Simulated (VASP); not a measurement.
Wanted: the native input for a VASP 6.6.1 run.

```
Task                   : single point
Functional             : PBEsol
Potentials or basis    : VASP PAW PBE potentials, release 64 (Br)
Cutoff                 : 520 eV
k mesh                 : 13 × 13 × 13
Occupations            : fermi-dirac, width 0.01 eV
Spin                   : collinear spin, zero start
Starting moments       : [0.0] μB
Fixed moment           : 0 μB
Dipole correction      : no
Further INCAR settings : ALGO = Normal; EDIFF = 1e-07; NBANDS = 14
```

The structure of Br lies in POSCAR:

```
Br
1.0
   -1.3214526405      1.3214526405      3.3210729353
    1.3214526405     -1.3214526405      3.3210729353
    1.3214526405      1.3214526405     -3.3210729353
Br
1
Direct
    0.0000000000      0.0000000000      0.0000000000
```

The cell isn't the ideal one: volume scaled by 0.8.

One way to write it, as run:

INCAR

```
SYSTEM = Br
PREC = Accurate
ENCUT = 520
EDIFF = 1E-7
ISMEAR = -1
SIGMA = 0.01
LREAL = .FALSE.
LASPH = .TRUE.
NELM = 150
ALGO = Normal
ISIF = 2
LWAVE = .FALSE.
LCHARG = .FALSE.
ISPIN = 2
MAGMOM = 0
LORBIT = 11
NUPDOWN = 0.0
GGA = PS
NBANDS = 14
```

KPOINTS

```
regular mesh
0
G
  13 13 13
  0 0 0
```

Potentials or basis: VASP PAW PBE potentials, release 64 (Br).

The run is started by

```sh
$ cat potpaw_PBE.64/Br/POTCAR > POTCAR
$ mpirun -np 1 vasp_std > vasp.out
```

It gave:

```yaml
Pressure: 12.5 GPa
Net_moment: 0.00 μB per cell
Valence_electrons_inside_the_program's_atomic_spheres: Br 4.77
```

Caveat: the PAW data sets were made with another functional, which shifts forces and pressure a little; the total moment is fixed, so each spin has its own Fermi level.

It took 71 s on 1 thread of AMD EPYC 9R45 (Zen 5), on a shared host, peak memory 0.19 GiB.
